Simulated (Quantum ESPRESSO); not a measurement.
# C (P1) in Quantum ESPRESSO: a series of runs, part 2 of 2

Quantum ESPRESSO 7.5.

### 4 Single point, PBE+D3(BJ)

run.py

```python
import numpy as np
from ase.calculators.espresso import Espresso, EspressoProfile
from ase.io import read

atoms = read('POSCAR')

input_data = {
    'control': {'calculation': 'scf', 'prefix': 'pwscf', 'outdir': './tmp', 'tprnfor': True, 'tstress': True, 'disk_io': 'nowf'},
    'system': {'ecutwfc': 45.0, 'ecutrho': 360.0, 'nbnd': 14, 'input_dft': 'pbe', 'occupations': 'smearing', 'smearing': 'fd', 'degauss': 0.00734986, 'vdw_corr': 'grimme-d3', 'dftd3_version': 4},
    'electrons': {'conv_thr': 8e-10, 'electron_maxstep': 120, 'mixing_beta': 0.5},
}
pseudopotentials = {'C': 'c_pbesol_v1.2.uspp.F.UPF'}
profile = EspressoProfile(command='pw.x', pseudo_dir='pseudo')
dft = Espresso(profile=profile, input_data=input_data, pseudopotentials=pseudopotentials, kpts=(13, 10, 4), koffset=(0, 0, 0))
atoms.calc = dft

print(f'energy {atoms.get_potential_energy():.8f} eV')
print('forces (eV/A)')
print(np.round(atoms.get_forces(), 6))
print('stress (eV/A^3, Voigt)')
print(np.round(atoms.get_stress(), 8))
print(f'Fermi level {dft.get_fermi_level():.4f} eV')
```

POSCAR

```
C
1.0
   -1.7498150800      1.2023247900     -0.0883863400
    2.0607943100      1.7409243900     -0.0716475900
    0.3819326700     -0.9353819200     -6.2663680600
C
4
Direct
    0.1674422400      0.3388446600      0.4981347300
    0.1679222400      0.8353519700      0.9976839800
    0.8349259300      0.1679908300      0.0036010300
    0.8297095900      0.6578125400      0.5005802500
```

Potentials or basis: GBRV 1.5 PBEsol.

Started as:

```bash
$ OMP_NUM_THREADS=1 python run.py
```

The log of the run:

```text
energy -619.76530652 eV
forces (eV/A)
[[-3.461447  0.856416 -0.240687]
 [-1.781855  1.447288 -0.537947]
 [ 1.779019 -1.446389  0.548351]
 [ 3.464284 -0.857315  0.230284]]
stress (eV/A^3, Voigt)
[-0.87341763  0.53966458 -0.01950809 -0.02874568 -0.0360533   0.61282246]
Fermi level 7.7344 eV
```

espresso.pwi:

```text
&CONTROL
   calculation      = 'scf'
   tstress          = .true.
   tprnfor          = .true.
   outdir           = './tmp'
   prefix           = 'pwscf'
   disk_io          = 'nowf'
   pseudo_dir       = 'pseudo'
/
&SYSTEM
   nbnd             = 14
   ecutwfc          = 45.0
   ecutrho          = 360.0
   occupations      = 'smearing'
   degauss          = 0.00734986
   smearing         = 'fd'
   input_dft        = 'pbe'
   vdw_corr         = 'grimme-d3'
   dftd3_version    = 4
   ntyp             = 1
   nat              = 4
   ibrav            = 0
/
&ELECTRONS
   electron_maxstep = 120
   conv_thr         = 8e-10
   mixing_beta      = 0.5
/
&IONS
/
&CELL
/
&FCP
/
&RISM
/
ATOMIC_SPECIES
C 12.011 c_pbesol_v1.2.uspp.F.UPF

K_POINTS automatic
13 10 4  0 0 0

CELL_PARAMETERS angstrom
-1.74981508000000 1.20232479000000 -0.08838634000000
2.06079431000000 1.74092439000000 -0.07164759000000
0.38193267000000 -0.93538192000000 -6.26636806000000

ATOMIC_POSITIONS angstrom
C 0.5955501182 0.3252766689 -3.1605725717  
C 1.8087038251 0.7229661340 -6.3265480139  
C -1.1133960854 1.2929431383 -0.1083975646  
C 0.0949659383 1.6745485881 -3.2572857672
```

espresso.pwo:

```text
This program is part of the open-source Quantum ESPRESSO suite
     for quantum simulation of materials; please cite
         "P. Giannozzi et al., J. Phys.:Condens. Matter 21 395502 (2009);
         "P. Giannozzi et al., J. Phys.:Condens. Matter 29 465901 (2017);
         "P. Giannozzi et al., J. Chem. Phys. 152 154105 (2020);
     in publications or presentations arising from this work. More details at

Warning: card &CELL ignored
Warning: card &FCP ignored
Warning: card &RISM ignored

     IMPORTANT: XC functional enforced from input :
     Exchange-correlation= PBE
                           (   1   4   3   4   0   0   0)
     Any further DFT definition will be discarded
     Please, verify this is what you really want

     G-vector sticks info
     --------------------
     sticks:   dense  smooth     PW     G-vecs:    dense   smooth      PW
     Sum         563     281     91                27115     9625    1821

     Using Slab Decomposition

     bravais-lattice index     =            0
     lattice parameter (alat)  =       4.0155  a.u.
     unit-cell volume          =     235.7138 (a.u.)^3
     number of atoms/cell      =            4
     number of atomic types    =            1
     number of electrons       =        16.00
     number of Kohn-Sham states=           14
     kinetic-energy cutoff     =      45.0000  Ry
     charge density cutoff     =     360.0000  Ry
     scf convergence threshold =      8.0E-10
     mixing beta               =       0.5000
     number of iterations used =            8  plain     mixing
[... 57 lines left out ...]
         C          3.570            2.750     41.30   1194.34
         C          3.533            2.750     42.32   1223.91

         Molecular C6 ( Ry / a.u.^6 ) =       668.88

     number of k points=   262  Fermi-Dirac smearing, width (Ry)=  0.0073

     Number of k-points >= 100: set verbosity='high' to print them.

     Dense  grid:    27115 G-vectors     FFT dimensions: (  25,  32,  75)

     Smooth grid:     9625 G-vectors     FFT dimensions: (  18,  24,  54)

     Initial potential from superposition of free atoms

     starting charge      15.9998, renormalised to      16.0000
     Starting wfcs are   16 randomized atomic wfcs

     Self-consistent Calculation

     iteration #  1     ecut=    45.00 Ry     beta= 0.50
     Davidson diagonalization with overlap
     ethr =  1.00E-02,  avg # of iterations =  3.3

     total energy              =     -45.52475061 Ry
     estimated scf accuracy    <       0.50589297 Ry
[... 57 lines left out ...]
     iteration # 10     ecut=    45.00 Ry     beta= 0.50
     Davidson diagonalization with overlap
     ethr =  7.45E-12,  avg # of iterations =  2.0

     End of self-consistent calculation

     Number of k-points >= 100: set verbosity='high' to print the bands.

     the Fermi energy is     7.7344 ev

!    total energy              =     -45.55191383 Ry
     estimated scf accuracy    <          2.1E-10 Ry
     smearing contrib. (-TS)   =      -0.00047270 Ry
     internal energy E=F+TS    =     -45.55144113 Ry

     The total energy is F=E-TS. E is the sum of the following terms:
     one-electron contribution =      -7.05974262 Ry
     hartree contribution      =      11.81016703 Ry
     xc contribution           =     -14.45808757 Ry
     ewald contribution        =     -35.80501980 Ry
     DFT-D3 Dispersion         =      -0.03875817 Ry

     convergence has been achieved in  10 iterations

     Forces acting on atoms (cartesian axes, Ry/au):

     atom    1 type  1   force =    -0.13462888    0.03330927   -0.00936125
     atom    2 type  1   force =    -0.06930313    0.05629056   -0.02092280
     atom    3 type  1   force =     0.06919281   -0.05625559    0.02132745
     atom    4 type  1   force =     0.13473920   -0.03334424    0.00895661

     Total force =     0.235553     Total SCF correction =     0.000026

     Computing stress (Cartesian axis) and pressure

          total   stress  (Ry/bohr**3)                   (kbar)     P=      188.66
   0.00951272  -0.00667448   0.00039267         1399.37     -981.85       57.76
  -0.00667448  -0.00587769   0.00031308         -981.85     -864.64       46.06
   0.00039267   0.00031308   0.00021247           57.76       46.06       31.26

=------------------------------------------------------------------------------=
   JOB DONE.
=------------------------------------------------------------------------------=
```

Run time: 36 s. Hardware: 1 thread of AMD EPYC 9R14 (Zen 4), shared host; peak memory 0.13 GiB.

What came out:

```
Free energy            : -619.7654 eV
Pressure               : 18.9 GPa
Largest force          : 3.576 eV/Å
Band gap on the k mesh : none (metal or under the smearing width)
```

Forces in eV/Å, atoms in the order of the input:
```
C   -3.461  0.856 -0.241
C   -1.782  1.447 -0.538
C    1.779 -1.446  0.548
C    3.464 -0.857  0.230
```

Stress tensor (GPa, compression positive):
```
139.94 -98.18   5.78
-98.18 -86.46   4.61
  5.78   4.61   3.13
```

Levels at points of the mesh, in eV from the Fermi level:
```csv
k point,band 6,band 7,band 8,band 9,band 10,band 11
"(0.00, 0.00, 0.00)",-5.00,-1.25,-0.91,-0.24,0.17,4.76
"(0.00, 0.00, -0.50)",-4.94,-1.26,-0.91,-0.18,0.10,7.43
"(0.00, -0.50, 0.00)",-5.51,-2.31,-1.99,1.22,1.67,8.12
"(0.00, -0.50, -0.50)",-5.18,-2.32,-2.00,0.63,1.15,9.24
```

Caveat: the potentials were made for another functional, which shifts forces and pressure; so large a pressure means that the cell lies far from this level's equilibrium, or that cutoff or potentials fall short; pairwise dispersion overbinds metals, which lowers pressure and volume.

### 5 For comparison

An earlier run on the cell as given: functional PBE; potentials or basis SSSP 1.3 efficiency PBE; cutoff 748 eV; density cutoff 5987 eV; k mesh 13 × 10 × 4; occupations fermi-dirac, width 0.05 eV; no spin polarisation.

* Pressure: 18.1 GPa
* Largest force: 3.615 eV/Å
* Band gap on the k mesh: none (metal or under the smearing width)

### 6 The runs side by side

| task | level | potentials or basis | cell | k mesh | cutoff (eV) | smearing | most ionic steps | forc conv thr | etot conv thr | ion dynamics | cell dynamics | gap on the mesh (eV) | pressure (GPa) | largest force (eV/Å) |
| --- | --- | --- | --- | --- | --- | --- | --- | --- | --- | --- | --- | --- | --- | --- |
| single point | PBE | SSSP 1.3 efficiency PBE | as given | 13 × 10 × 4 | 748 | fermi-dirac 0.05 eV | - | - | - | - | - | none | 18.1 | 3.62 |
| relaxation of cell and atoms | PBE+D3 | GBRV 1.5 PBE | relaxed to 0.3 kbar | 9 × 7 × 3 | 612 | fermi-dirac 0.136 eV | 40 | 0.0004 Ry/bohr | 1e-05 Ry | bfgs | bfgs | 1.09 | -0.1 | 0.01 |
| single point | PBE+D3(BJ) | GBRV 1.5 PBEsol | as given | 13 × 10 × 4 | 612 | fermi-dirac 0.1 eV | - | - | - | - | - | none | 18.9 | 3.58 |

Alike in all rows: no spin polarisation.

Caveats: so large a pressure means that the cell lies far from this level's equilibrium, or that cutoff or potentials fall short (some runs); forces of over 1 eV/Å show positions far from the minimum, so gaps and moduli don't describe the material at rest (some runs); an odd mesh through Γ misses points on the zone boundary, where band edges often lie (some runs); the potentials were made for another functional, which shifts forces and pressure (some runs); pairwise dispersion overbinds metals, which lowers pressure and volume (some runs).

Absolute energies hang on the potentials; compare differences alone.
